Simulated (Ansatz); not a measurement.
**A film clamped to a substrate in BN**

All numbers below come from DFT PBE, scalar-relativistic, plane waves, PAW in Ansatz. Cutoff 420 eV, Γ-centred 12×12×12 k-points, Gaussian smearing of 0.05 eV. No spin polarisation. Energies are free energies at this smearing, counted from the undisturbed cell; pressure is positive in compression.

The starting cell (as given, not relaxed at this level; it stands at -0.4 GPa):

```
CELL_PARAMETERS angstrom
0.00000 1.81300 1.81300
1.81300 0.00000 1.81300
1.81300 1.81300 0.00000
ATOMIC_POSITIONS crystal
B 0.00000 0.00000 0.00000
N 0.75000 0.75000 0.75000
```

The cell (2 atoms, V0 = 11.92 Å³) is strained by p along both x and y and by q along z, fractional coordinates fixed. τp = (1/V0) ∂E/∂p = (σxx + σyy)(1 + p)(1 + q) and τq = (1/V0) ∂E/∂q = σzz(1 + p)², with tension positive.

```
     p q  ΔE (meV/atom)  τp (GPa)  τq (GPa)
 0.000   0.000           0.00      0.82      0.41
-0.040   0.000          59.79    -84.72    -14.46
 0.040   0.000          52.92     67.59     12.43
 0.000  -0.040          23.15    -14.83    -32.06
 0.000   0.040          22.93     12.08     30.07
```

Q: Get the second derivatives of the energy density.

A: Central differences give A = ∂τp/∂p = 1904 GPa (C11 + C22 + 2 C12), C = ∂τq/∂q = 777 GPa (C33) and the cross term B = ∂τq/∂p = 336 GPa (C13 + C23); ∂τp/∂q = 336 GPa must equal B, and any difference shows higher-order terms. Steps this large leave an error of some per cent of A or C in all of these, which can swamp a small B. The ions are clamped. In a cubic crystal C11 = C = 777, C12 = B/2 = 168 GPa and A should be 2(C11 + C12) = 1889 GPa; the bulk modulus is (C11 + 2 C12)/3 = 371 GPa.

Q: A film of this crystal grows with z along the normal on a substrate that imposes p. How does its thickness respond, and what does the misfit cost?

A: Count p and q from the stress-free cell. A free surface needs τq = 0, so q = −(B/C) p = -0.43 p. The energy density left is (A − B²/C) p²/2 = M p², with the biaxial modulus M = 879 GPa; a misfit of 1 % costs 3.27 meV/atom, against 3.54 meV/atom if the thickness were held.

At p = 0.080 the energies along q are 201.7 (q = -0.080), 178.7 (q = -0.040), 193.6 (q = 0.000), 243.2 (q = 0.040), 324.8 (q = 0.080) meV/atom.

Q: Does the linear rule hold at this misfit?

A: A parabola through the lowest point and its neighbours has its minimum at q = -0.036, 178.4 meV/atom. With the stress left in the starting cell, τp0 and τq0, linear elasticity gives q = −(τq0 + Bp)/C = -0.035 and E = V0(τp0 p + τq0 q + Ap²/2 + Bpq + Cq²/2)/N = 211.2 meV/atom. The energies differ by more than a tenth, so the quadratic law fails here: the gap holds the anharmonic part, with some error from the wide steps. Cubic terms also shift the vertex of so wide a parabola.

The crystal resists in-plane stretching strongly but contracts only modestly along the normal, so letting the thickness relax recovers little of the misfit energy. This fits a network of short, directional sp3 bonds: a tetragonal strain must bend bond angles as well as change bond lengths, and the stiff angles keep C12 well below C11. Holding the fractional coordinates fixed costs nothing for this film, because in zinc blende a strain along the cube axes leaves both sites pinned by symmetry.

At the large tensile misfit the two linear predictions fare differently. The thickness response stays close to the estimate (-0.036 against -0.035), while the energy falls well below it, 178.4 against 211.2 meV/atom. The likely reason is that bonds soften as they stretch. The small in-plane strains already show this, with compression costing more than equal extension even though the residual tension favours compression. These energies describe a coherent, defect-free film and don't show whether it would instead relax through misfit dislocations.
